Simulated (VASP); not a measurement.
# W (Im-3m) in VASP: further runs, part 2 of 2

VASP 6.6.1. Earlier steps stand in the parts before.

## 4. Relaxation of the atoms, PBE (a relaxed cell with its volume scaled by 1.02)

INCAR reads:

```
SYSTEM = W
  PREC = Accurate
  ENCUT = 600
  EDIFF = 1E-7
  ISMEAR = 1
  SIGMA = 0.1
  LREAL = .False.
  LASPH = .True.
  NELM = 80
  ALGO = Normal
  ISIF = 2
  LWAVE = .False.
  LCHARG = .False.
  GGA = PE
  IBRION = 2
  NSW = 40
  EDIFFG = -0.01
```

KPOINTS reads:

```
regular mesh
0
Gamma
  16 16 16
  0 0 0
```

POSCAR reads:

```
W                                       
1.0
   -1.6028513425      1.6028513425      1.6028513425
    1.6028513425     -1.6028513425      1.6028513425
    1.6028513425      1.6028513425     -1.6028513425
  W             
     1
Direct
     0.0000000000000000    0.0000000000000000    0.0000000000000000
```

Potentials or basis: VASP PAW PBE potentials, release 64 (W_sv).

The run is started by

```bash
$ cat potpaw_PBE.64/W_sv/POTCAR > POTCAR
$ mpirun -np 1 vasp_std > vasp.out
```

OUTCAR:

```text
SYSTEM = W
   PREC = Accurate
   ENCUT = 600
   EDIFF = 1E-7
   ISMEAR = 1
   LREAL = .False.
   LASPH = .True.
   NELM = 80
   ISIF = 2
   GGA = PE
   IBRION = 2
   NSW = 40
   EDIFFG = -0.01

 ion  position               nearest neighbor table
   1  0.000  0.000  0.000-

  LATTYP: Found a body centered cubic cell.
 ALAT       =     3.2057026850

  Lattice vectors:

 A1 = (  -1.6028513425,   1.6028513425,   1.6028513425)
 A2 = (   1.6028513425,  -1.6028513425,   1.6028513425)
 A3 = (   1.6028513425,   1.6028513425,  -1.6028513425)

Analysis of symmetry for initial positions (statically):
=====================================================================
 Subroutine PRICEL returns:
 Original cell was already a primitive cell.

 Routine SETGRP: Setting up the symmetry group for a
 body centered cubic supercell.

 Subroutine GETGRP returns: Found 48 space group operations
 (whereof 48 operations were pure point group operations)
 out of a pool of 48 trial point group operations.

The static configuration has the point symmetry O_h .

Analysis of symmetry for dynamics (positions and initial velocities):
=====================================================================
 Subroutine PRICEL returns:
 Original cell was already a primitive cell.

 Routine SETGRP: Setting up the symmetry group for a
 body centered cubic supercell.

 Subroutine GETGRP returns: Found 48 space group operations
 (whereof 48 operations were pure point group operations)
 out of a pool of 48 trial point group operations.

The dynamic configuration has the point symmetry O_h .

 Subroutine INISYM returns: Found 48 space group operations
 (whereof 48 operations are pure point group operations),
 and found     1 'primitive' translations

----------------------------------------------------------------------------------------

                                     Primitive cell

[... 111 lines left out ...]
  Thomas-Fermi vector in A             =   2.655356
   LORBIT       =      0    0 simple, 1 ext, 2 COOP (PROOUT), +10 PAW based schemes
   GGA     = PE    functional components
   LHFCALC =     F    Hartree Fock is set to
   AEXX    =    0.0000 exact exchange contribution
   IVDW    =     0    specifies the selected vdW correction
   LEPSILON=     F    determine dielectric tensor
   LRPA    =     F    only Hartree local field effects (RPA)
 conjugate gradient relaxation of ions
 non-spin polarized calculation
 Methfessel and Paxton  Order N= 1 SIGMA  =   0.10
  energy-cutoff  :      600.00
  volume of cell :       16.47
 maximum number of plane-waves:       564
 NGX is ok and might be reduce to    24
   NGX = 11   NGY = 11   NGZ = 11

 number of electron      14.0000001 magnetization

 Free energy of the ion-electron system (eV)
  ---------------------------------------------------
  ext. energy  EPLUGINS =         0.00000000
  ---------------------------------------------------
  free energy    TOTEN  =       -12.95100904 eV

  energy without entropy =      -12.95009284  energy(sigma->0) =      -12.95070364

 E-fermi :  10.9313     XC(G=0): -13.4245

 val. band max:       10.9217776438   @ k =  -0.2500   0.3125   0.1250
 cond. band min:      10.9361816636   @ k =  -0.3125   0.3125   0.1875
 fundamental gap:      0.0144040198
 Fermi energy:        10.9312981809

 k-point     1 :       0.0000    0.0000    0.0000
  band No.  band energies     occupation
      1     -63.3400      2.00000
      2     -26.9550      2.00000
      3     -26.9550      2.00000
      4     -26.9550      2.00000
      5       1.4728      2.00000
      6       9.7288      2.00000
      7       9.7288      2.00000
      8       9.7288      2.00000
      9      13.0662      0.00000
     10      13.0662      0.00000
     11      25.3241      0.00000
[... 309 lines left out ...]
 k-point    24 :       0.2500    0.1875    0.0000
  band No.  band energies     occupation
      1     -63.2400      2.00000
      2     -27.8462      2.00000
      3     -27.3260      2.00000
      4     -27.0525      2.00000
      5       5.6868      2.00000
      6       7.9110      2.00000
      7       8.6451      2.00000
      8      12.4068     -0.00000
      9      13.8466      0.00000
     10      15.9304      0.00000
     11      22.9183      0.00000

 [... further k-points ...]
[... 5 lines left out ...]
  --------------------------------------------------------------------------------------
  -------------------------------------------------------------------------------------
  Total       -0.5862815     -0.5862815     -0.5862815     -0.0000000     -0.0000000      0.0000000
  in kB      -57.0265420    -57.0265420    -57.0265420     -0.0000000     -0.0000000      0.0000000
  external PRESSURE =     -57.0265420 kB  Pullay stress =       0.0000000 kB

 VOLUME and BASIS-vectors are now :
 -----------------------------------------------------------------------------
  energy-cutoff  :      600.00
  volume of cell :       16.47
      direct lattice vectors                 reciprocal lattice vectors
    -1.602851342  1.602851342  1.602851342     0.000000000  0.311944088  0.311944088
     1.602851342 -1.602851342  1.602851342     0.311944088  0.000000000  0.311944088
     1.602851342  1.602851342 -1.602851342     0.311944088  0.311944088  0.000000000

 POSITION                                       TOTAL-FORCE (eV/Angst)
 -----------------------------------------------------------------------------------
      0.00000      0.00000      0.00000         0.000000      0.000000      0.000000
 -----------------------------------------------------------------------------------
    total drift:                                0.000000      0.000000     -0.000000

  FREE ENERGIE OF THE ION-ELECTRON SYSTEM (eV)
  ---------------------------------------------------
  free  energy   TOTEN  =       -12.9510090357 eV

  energy  without entropy=      -12.9500928422  energy(sigma->0) =      -12.95070364

 reached required accuracy - stopping structural energy minimisation
```

OSZICAR:

```text
N       E                     dE             d eps       ncg     rms          rms(c)
DAV:   1     0.835193229582E+02    0.83519E+02   -0.85961E+03  3198   0.158E+03
DAV:   2    -0.118222675662E+02   -0.95342E+02   -0.91989E+02  3424   0.355E+02
DAV:   3    -0.135960749625E+02   -0.17738E+01   -0.17537E+01  3683   0.465E+01
DAV:   4    -0.136067937955E+02   -0.10719E-01   -0.10716E-01  3436   0.389E+00
DAV:   5    -0.136068792927E+02   -0.85497E-04   -0.85497E-04  3575   0.363E-01    0.195E+01
DAV:   6    -0.130875839381E+02    0.51930E+00   -0.63098E-01  3394   0.105E+01    0.750E+00
DAV:   7    -0.129549346704E+02    0.13265E+00   -0.32736E-01  3508   0.706E+00    0.742E-01
DAV:   8    -0.129511107181E+02    0.38240E-02   -0.41076E-03  3295   0.984E-01    0.118E-01
DAV:   9    -0.129510134520E+02    0.97266E-04   -0.23916E-04  3592   0.199E-01    0.390E-02
DAV:  10    -0.129510084062E+02    0.50458E-05   -0.11325E-05  3434   0.486E-02    0.996E-03
DAV:  11    -0.129510092270E+02   -0.82086E-06   -0.25733E-07  3369   0.572E-03    0.651E-04
DAV:  12    -0.129510090322E+02    0.19486E-06   -0.94473E-09  1763   0.116E-03    0.807E-05
DAV:  13    -0.129510090357E+02   -0.34722E-08   -0.54219E-10  1661   0.347E-04
   1 F= -.12951009E+02 E0= -.12950704E+02  d E =-.129510E+02
```

CONTCAR:

```text
W
   1.00000000000000
    -1.6028513424999999    1.6028513424999999    1.6028513424999999
     1.6028513424999999   -1.6028513424999999    1.6028513424999999
     1.6028513424999999    1.6028513424999999   -1.6028513424999999
  W
     1
Direct
     0.0000000000000000    0.0000000000000000    0.0000000000000000

  0.00000000E+00  0.00000000E+00  0.00000000E+00
```

Wall time 11 s (1 thread of Intel Xeon 6975P-C (Granite Rapids), shared host); peak memory 0.16 GiB.

Results:

```
Free energy             : -12.9510 eV
Pressure after relaxing : -5.7 GPa
Band gap on the k mesh  : none (metal or under the smearing width)
```

Final structure:
```xyz
1
Lattice="-1.6029 1.6029 1.6029 1.6029 -1.6029 1.6029 1.6029 1.6029 -1.6029" Properties=species:S:1:pos:R:3 pbc="T T T"
W     0.0000    0.0000    0.0000
```

Levels at points of the mesh, in eV from the Fermi level:
```
           k point  band 3  band 4  band 5  band 6  band 7  band 8  band 9  band 10  band 11
(0.00, 0.00, 0.00)  -37.89  -37.89   -9.46   -1.20   -1.20   -1.20    2.13     2.13    14.39
(0.50, 0.00, 0.00)  -38.26  -37.89   -6.07   -3.42    0.52    2.01    2.94     5.78    10.44
(0.50, 0.50, 0.50)  -38.68  -38.68   -5.57   -5.57    4.86    4.86    4.86     7.91     7.91
```

Caveat: the relaxation stopped at its first step, so nothing moved.

## 5. Relaxation of the atoms, PBE (a relaxed cell with its volume scaled by 1.04)

INCAR is that of step 4.

KPOINTS is that of step 4.

POSCAR reads:

```
W                                       
1.0
   -1.6132597598      1.6132597598      1.6132597598
    1.6132597598     -1.6132597598      1.6132597598
    1.6132597598      1.6132597598     -1.6132597598
  W             
     1
Direct
     0.0000000000000000    0.0000000000000000    0.0000000000000000
```

The run is started by

```bash
$ cat potpaw_PBE.64/W_sv/POTCAR > POTCAR
$ mpirun -np 1 vasp_std > vasp.out
```

It took 11 s on 1 thread of Intel Xeon 6975P-C (Granite Rapids), shared host; peak memory 0.16 GiB.

The run converged. Its results:

| Quantity | Value |
| --- | --- |
| Free energy | -12.9343 eV |
| Pressure after relaxing | -10.8 GPa |
| Band gap on the k mesh | none (metal or under the smearing width) |

Final structure:
```xyz
1
Lattice="-1.6133 1.6133 1.6133 1.6133 -1.6133 1.6133 1.6133 1.6133 -1.6133" Properties=species:S:1:pos:R:3 pbc="T T T"
W     0.0000    0.0000    0.0000
```

Levels at points of the mesh, in eV from the Fermi level:
```csv
k point,band 4,band 5,band 6,band 7,band 8,band 9,band 10,band 11
"(0.00, 0.00, 0.00)",-37.93,-9.34,-1.16,-1.16,-1.16,2.10,2.10,14.36
"(0.50, 0.00, 0.00)",-37.94,-5.93,-3.33,0.47,1.96,2.87,5.62,10.14
"(0.50, 0.50, 0.50)",-38.68,-5.41,-5.41,4.73,4.73,4.73,7.77,7.77
```

Caveat: the relaxation stopped at its first step, so nothing moved. Spin-orbit coupling is left out, which matters for the levels of W.

## 6. Relaxation of the atoms, PBE (a relaxed cell with its volume scaled by 1.06)

INCAR is that of step 5.

KPOINTS is that of step 5.

POSCAR reads:

```
W                                       
1.0
   -1.6235355767      1.6235355767      1.6235355767
    1.6235355767     -1.6235355767      1.6235355767
    1.6235355767      1.6235355767     -1.6235355767
  W             
     1
Direct
     0.0000000000000000    0.0000000000000000    0.0000000000000000
```

Potentials or basis: VASP PAW PBE potentials, release 64 (W_sv).

The run is started by

```bash
$ cat potpaw_PBE.64/W_sv/POTCAR > POTCAR
$ mpirun -np 1 vasp_std > vasp.out
```

OUTCAR:

```text
SYSTEM = W
   PREC = Accurate
   ENCUT = 600
   EDIFF = 1E-7
   ISMEAR = 1
   LREAL = .False.
   LASPH = .True.
   NELM = 80
   ISIF = 2
   GGA = PE
   IBRION = 2
   NSW = 40
   EDIFFG = -0.01

 ion  position               nearest neighbor table
   1  0.000  0.000  0.000-

  LATTYP: Found a body centered cubic cell.
 ALAT       =     3.2470711534

  Lattice vectors:

 A1 = (  -1.6235355767,   1.6235355767,   1.6235355767)
 A2 = (   1.6235355767,  -1.6235355767,   1.6235355767)
 A3 = (   1.6235355767,   1.6235355767,  -1.6235355767)

Analysis of symmetry for initial positions (statically):
=====================================================================
 Subroutine PRICEL returns:
 Original cell was already a primitive cell.

 Routine SETGRP: Setting up the symmetry group for a
 body centered cubic supercell.

 Subroutine GETGRP returns: Found 48 space group operations
 (whereof 48 operations were pure point group operations)
 out of a pool of 48 trial point group operations.

The static configuration has the point symmetry O_h .

Analysis of symmetry for dynamics (positions and initial velocities):
=====================================================================
[... 163 lines left out ...]
 Fermi energy:        10.3776887199

 k-point     1 :       0.0000    0.0000    0.0000
  band No.  band energies     occupation
      1     -63.9400      2.00000
      2     -27.5999      2.00000
      3     -27.5999      2.00000
      4     -27.5999      2.00000
      5       1.1574      2.00000
      6       9.2486      2.00000
      7       9.2486      2.00000
      8       9.2486      2.00000
      9      12.4370      0.00000
     10      12.4370      0.00000
     11      24.6996      0.00000
[... 309 lines left out ...]
 k-point    24 :       0.2500    0.1875    0.0000
  band No.  band energies     occupation
      1     -63.8560      2.00000
      2     -28.3816      2.00000
      3     -27.9256      2.00000
      4     -27.6850      2.00000
      5       5.2908      2.00000
      6       7.5179      2.00000
      7       8.1832      2.00000
      8      11.8077     -0.00000
      9      13.1500      0.00000
     10      15.1282      0.00000
     11      21.9348      0.00000

 [... further k-points ...]
[... 5 lines left out ...]
  --------------------------------------------------------------------------------------
  -------------------------------------------------------------------------------------
  Total       -1.6516405     -1.6516405     -1.6516405     -0.0000000      0.0000000      0.0000000
  in kB     -154.5897489   -154.5897489   -154.5897489     -0.0000000      0.0000000      0.0000000
  external PRESSURE =    -154.5897489 kB  Pullay stress =       0.0000000 kB

 VOLUME and BASIS-vectors are now :
 -----------------------------------------------------------------------------
  energy-cutoff  :      600.00
  volume of cell :       17.12
      direct lattice vectors                 reciprocal lattice vectors
    -1.623535577  1.623535577  1.623535577     0.000000000  0.307969845  0.307969845
     1.623535577 -1.623535577  1.623535577     0.307969845  0.000000000  0.307969845
     1.623535577  1.623535577 -1.623535577     0.307969845  0.307969845  0.000000000

 POSITION                                       TOTAL-FORCE (eV/Angst)
 -----------------------------------------------------------------------------------
      0.00000      0.00000      0.00000         0.000000     -0.000000      0.000000
 -----------------------------------------------------------------------------------
    total drift:                                0.000000      0.000000      0.000000

  FREE ENERGIE OF THE ION-ELECTRON SYSTEM (eV)
  ---------------------------------------------------
  free  energy   TOTEN  =       -12.9077813710 eV

  energy  without entropy=      -12.9069307617  energy(sigma->0) =      -12.90749783

 reached required accuracy - stopping structural energy minimisation
```

Wall time 15 s (1 thread of Intel Xeon 6975P-C (Granite Rapids), shared host); peak memory 0.16 GiB.

Results:

```
Free energy             : -12.9078 eV
Pressure after relaxing : -15.5 GPa
Band gap on the k mesh  : none (metal or under the smearing width)
```

Final structure:
```xyz
1
Lattice="-1.6235 1.6235 1.6235 1.6235 -1.6235 1.6235 1.6235 1.6235 -1.6235" Properties=species:S:1:pos:R:3 pbc="T T T"
W     0.0000    0.0000    0.0000
```

Levels at points of the mesh, in eV from the Fermi level:
| k point | band 4 | band 5 | band 6 | band 7 | band 8 | band 9 | band 10 | band 11 |
| --- | --- | --- | --- | --- | --- | --- | --- | --- |
| (0.00, 0.00, 0.00) | -37.98 | -9.22 | -1.13 | -1.13 | -1.13 | 2.06 | 2.06 | 14.32 |
| (0.50, 0.00, 0.00) | -37.98 | -5.81 | -3.23 | 0.43 | 1.91 | 2.80 | 5.47 | 9.87 |
| (0.50, 0.50, 0.50) | -38.68 | -5.26 | -5.26 | 4.61 | 4.61 | 4.61 | 7.64 | 7.64 |

Caveat: the relaxation stopped at its first step, so nothing moved. Spin-orbit coupling is left out, which matters for the levels of W.

## 7. Overview

```tsv
cell	gap on the mesh (eV)	pressure (GPa)
atoms relaxed from: a relaxed cell with its volume scaled by 0.98	none	6.3
atoms relaxed	none	0.0
atoms relaxed from: a relaxed cell with its volume scaled by 1.02	none	-5.7
atoms relaxed from: a relaxed cell with its volume scaled by 1.04	none	-10.8
atoms relaxed from: a relaxed cell with its volume scaled by 1.06	none	-15.5
```

Alike in all rows: task relaxation of the atoms; level PBE; potentials or basis VASP PAW PBE potentials, release 64 (W_sv); no spin polarisation; k mesh 16 × 16 × 16; cutoff (eV) 600; smearing methfessel-paxton 0.1 eV.

Caveats: the relaxation stopped at its first step, so nothing moved.

Absolute energies hang on the potentials; compare differences alone.
